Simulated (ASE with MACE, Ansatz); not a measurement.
# Slip curve of the generalised stacking fault on (111) of GaAs (glide set), along <112>

How much energy does it take to slide one half of the crystal over the other along this direction, and where is the resistance greatest?

Calculated with Ansatz 0.2.0: Kohn-Sham DFT, PBE, PAW (set soft_2), plane waves; cutoff 420 eV, k-mesh 5×5×1, fermi-dirac smearing of 0.025 eV. At each slip the atoms were relaxed along the normal alone with PBE, from a start eased by a machine-learned potential, then solved with PBE and PBEsol.

**The cell**

The cell holds 16 atoms: 8 Ga and 8 As. Cell: a = 4.066 Å, b = 4.066 Å, c = 26.662 Å, α = 94.4°, β = 90.0°, γ = 120.0°. It derives from GaAs. The starting structure: 64 atoms of GaAs, stacked on (1 1 1); one fault a cell: the periodic image above is shifted rigidly by 0.000 Å along the in-plane vector of length 7.042 Å (<112> type); atoms relaxed along the normal alone with the MACE-MP-0b2 potential. Lattice constants are starting values near those of PBE. Folded to one surface cell (a quarter of the atoms). This is the unshifted member, which holds no fault.

The input of the single point at a slip of 1.409 Å:

```yaml
crystal:
  lattice:
    - [4.06586, 0.0, 0.0]
    - [-2.03293, 3.52114, 0.0]
    - [1.21976, -3.05166, 26.55811]
  atoms:
    - { symbol: Ga, position: [0.3759, 0.94333, 0.31923] }
    - { symbol: As, position: [0.38816, 0.02306, 0.41122] }
    - { symbol: Ga, position: [0.72562, 0.71649, 0.44212] }
    - { symbol: As, position: [0.738, 0.79708, 0.53508] }
    [... 10 atom lines left out ...]
    - { symbol: Ga, position: [0.82448, 0.35918, 0.18367] }
    - { symbol: As, position: [0.83679, 0.43919, 0.27599] }
kpoints:
  mp_grid: { grid: [5, 5, 1] }
hamiltonian:
  xc: pbe
scf:
  occupations: { method: fermi_dirac, width: 0.025 }
output:
  forces: true
  stress: true
  populations: true
  dos:
    method: { smearing: { sigma: 0.08 } }
    de: 0.1
    projected: { site_lists: { As: [As], Ga: [Ga] } }
  eigenvalues: true
  write_density: true
  write_potential: true
  volumetric_format: npy
```

**Fault energy**

Free energy less that of the unshifted cell, over the area of 14.32 Å², in mJ/m²:

```
slip (Å)  share of the vector   PBE  PBEsol  gain on relaxing in DFT, from the eased start (mJ/m²)
   0.000                0.000     0       0                                                      0
   0.235                0.033   180     169                                                      2
   0.469                0.067   518     492                                                      5
   0.704                0.100   840     800                                                     12
   0.939                0.133  1051    1003                                                     12
   1.174                0.167  1128    1077                                                     10
   1.409                0.200  1067    1018                                                     11
   1.643                0.233   867     827                                                     15
   1.878                0.267   558     530                                                     10
   2.113                0.300   228     214                                                      6
   2.347                0.333    53      49                                                      2
   2.582                0.367   305     288                                                      8
```

Worked for the highest row at PBE: (-69117.6243) − (-69118.6326) = 1.0083 eV; over 14.32 Å², times 16022, gives 1128 mJ/m².

**Findings**

With PBE the highest energy among the slips run is 1128 mJ/m², at 1.17 Å. A local minimum of 53 mJ/m² lies at 2.35 Å, a fault that is stable against slip along this line. The steepest rise among the rows up to the first local maximum that they show, between 0.23 and 0.47 Å, is 14.4 GPa, the slope of a chord between sampled slips; the true steepest slope can be larger. At the highest row the other levels give 1077 (PBEsol) mJ/m².

Limits: The cell's length along the normal is held and atoms can't move in the plane, so the energies are upper bounds on a freely relaxed path. The cell tilts with the slip and its k-mesh tilts with it, which can add an error that grows with the slip. Faults repeat every 27 Å along the normal. The lattice constant is the typed one for every functional. Notices of the run: symmetry narrowed by mesh. Spin–orbit coupling is left out; it splits the top valence bands of compounds with Ge, As, Se, Sb or Te and narrows their gaps.

[Logs are printed without paths, hosts, clocks, repeated set-up lines and the standing remarks that a program may print on its own settings, such as how far it seeks lower states.]

[Hosts, paths, dates, database ids (printed as entryN), source tags and the programs' standing remarks are cut or masked in the printed files.]
